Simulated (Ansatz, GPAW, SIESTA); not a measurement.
**Sb: programs and potentials compared**

```xyz
2
Lattice="2.1542 1.2437 3.7580 -2.1542 1.2437 3.7580 0.0000 -2.4875 3.7580" Properties=species:S:1:pos:R:3 pbc="T T T"
Sb    0.0000    0.0000    8.6416
Sb    0.0000    0.0000    2.6324
```

Alike in all runs: task band structure; functional RPBE; k mesh 8 × 8 × 8; occupations fermi-dirac, width 0.05 eV; no spin polarisation; no spin-orbit coupling. Pressure is positive in compression and, in plane waves, holds the error of the finite cutoff.

```tsv
program and potentials	plane-wave cutoff (eV)	notes	pressure (GPa)	largest force (eV/Å)
SIESTA, files PseudoDojo sr-pbe-0.4.1-standard, DZP (energy shift 0.003 Ry; two zetas on semicore shells)	-	atomic basis; potentials made for PBE	4.90	0.397
Ansatz, all-electron LAPW, scalar-relativistic	-	-	4.05	0.190
GPAW, the program's PAW data sets (release 1.2.1) made for this functional	600	-	3.76	0.177
```

Force on atom 1 (Sb), eV/Å:

```json
{"program and potentials": "SIESTA, files PseudoDojo sr-pbe-0.4.1-standard, DZP (energy shift 0.003 Ry; two zetas on semicore shells)", "x": "0.000", "y": "0.000", "z": "-0.397"}
{"program and potentials": "Ansatz, all-electron LAPW, scalar-relativistic", "x": "0.000", "y": "0.000", "z": "-0.190"}
{"program and potentials": "GPAW, the program's PAW data sets (release 1.2.1) made for this functional", "x": "0.000", "y": "0.000", "z": "-0.177"}
```

The pressure spans 3.76 (GPAW, the program's PAW data sets (release 1.2.1) made for this functional) to 4.90 GPa (SIESTA, files PseudoDojo sr-pbe-0.4.1-standard, DZP (energy shift 0.003 Ry; two zetas on semicore shells)), with all-electron results at 4.05. Rows in atomic bases carry the error of their basis and grid, which can be large.

The functional is the same throughout but for its coding, so the spread measures potentials, basis and numerics; runs on potential files found faulty are left out.
